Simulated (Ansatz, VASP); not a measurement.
N: VASP beside Ansatz

```
N
1.0
     2.61474    0.00000    0.00000
    -1.30737    2.26443    0.00000
     0.00000    0.00000    2.48603
N
2
Cartesian
  1.3074 0.7548 0.6215
  0.0000 1.5096 1.8645
```

Alike in both runs: functional PBE; dispersion D3(BJ); k mesh 18 × 18 × 16; occupations fermi-dirac, width 0.15 eV; no spin polarisation.

Ansatz relaxed the structure, and its values are those at the end. VASP's run is a single point on that final structure, the one shown.

|  | VASP | Ansatz |
| --- | --- | --- |
| version | VASP 6.6.1 | Ansatz 0.2.0 |
| potentials or method | VASP PAW PBE potentials, release 64 (N) | scalar-relativistic, plane waves, PAW |
| plane-wave cutoff (eV) | 520 | 420 |
| valence electrons in the cell | 10 | 10 |

```tsv
	VASP	Ansatz	Ansatz less VASP
gap on the k mesh at the Fermi level (eV)	none	none	-
pressure (GPa)	-0.1	0.0	+0.08
```

A gap of «none» marks a metal or a gap that the smearing closes. Ansatz warned: «dispersion_switch_in_reach».

Caveats: pairwise dispersion overbinds metals, which lowers pressure and volume.
